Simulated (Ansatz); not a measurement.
Planning a run of Ansatz 0.2.0 on KMgF3 (Pm-3m). The input:

```yaml
crystal:
  lattice:
    - [3.9659705, 0.0, 0.0]
    - [0.0, 3.9659705, 0.0]
    - [0.0, 0.0, 3.9659705]
  atoms:
    - { symbol: K, position: [0.5, 0.5, 0.5] }
    - { symbol: Mg, position: [0.0, 0.0, 0.0] }
    - { symbol: F, position: [0.5, 0.0, 0.0] }
    - { symbol: F, position: [0.0, 0.5, 0.0] }
    - { symbol: F, position: [0.0, 0.0, 0.5] }
kpoints:
  mp_grid: { grid: [4, 4, 4] }
  band_path:
    path: [[0.0, 0.0, 0.0], [0.0, 0.5, 0.0], [0.5, 0.5, 0.0], [0.5, 0.5, 0.5]]
    npoints: 1
hamiltonian:
  xc: hse06
  pseudopotentials: { kind: paw, azcp: { folder: soft_1 } }
scf:
  occupations: { method: fixed }
  n_extra_bands: 5
output:
  eigenvalues: true
```

```sh
ansatz run input.yaml --threads 3 --pin off --max-ram 92160MiB --backend cuda --events-out ev --progress --plain --runs-dir out --devices 1 --max-vram 13GiB
```

How long will it take on 1 × NVIDIA H100 80GB HBM3 (shared by 6 runs) with 3 threads of AMD EPYC 7R13 (Zen 3), shared host, and how much memory?

It took 19 s; on shared hardware allow 9.6 s to 38 s. Peak host memory was 1.1 GiB. The sizes that set the cost: 1213 plane waves a state, 10 irreducible k points and 12 SCF cycles.

Exact exchange couples every pair of k points and filled bands, so it costs far more than a semilocal run.

[Paths, hosts, dates, memory and timing lines, banners, echoed tables and standing remarks are left out of the program output.]

[Logs are printed without paths, hosts, clocks, repeated set-up lines and the standing remarks that a program may print on its own settings, such as how far it seeks lower states.]

[Runs of the session that timed out or met a known fault of the program may be left out.]

[Cells called generated may have been cut or substituted from an entry of the Crystallography Open Database or the Materials Project.]

[Hosts, paths, dates, database ids (printed as entryN), source tags and the programs' standing remarks are cut or masked in the printed files.]
